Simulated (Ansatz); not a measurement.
Wurtzite InN, treated with LDA in Ansatz (PAW).

Settings: plane-wave cutoff 520 eV, 12×12×6 k mesh (along the axes of the cell as run), Fermi–Dirac smearing 0.01 eV, scalar-relativistic PAW data made under PBE.

Equation-of-state points:

| V (Å³/atom) | E − E_lowest (meV/atom) |
|---|---|
| 14.447 | 11.88 |
| 14.748 | 2.86 |
| 15.049 | 0.00 |
| 15.350 | 2.66 |
| 15.651 | 10.24 |

**Question.** Fit the third-order Birch–Murnaghan equation and give B0 and B′.

**Answer.** V0 = 15.049 Å³/atom, B0 = 147 GPa, B′ = 4.6 (fit to the energies at full precision).

Shape and atoms are relaxed at each volume.

Measured, for comparison: bulk modulus 126 GPa (room temperature, no zero-point or thermal correction; as tabulated in Phys. Rev. B 49, 14 (GaN and InN under pressure), abstract); equilibrium volume per atom 15.38 Å³/atom (300 K, no zero-point or thermal correction; as tabulated in Wikipedia's data pages). Computed (rounded) less measured: bulk modulus +17 %, equilibrium volume per atom -2.1 %.

Note: the gap of the solid is closed in this run; this level leaves the solid without a gap, although one is measured; the bulk modulus comes from volumes at which shape and atoms were relaxed.

Spin–orbit coupling is not included; it can open a gap where bands touch, and shift volumes and moduli.

Ansatz is an electronic-structure program.
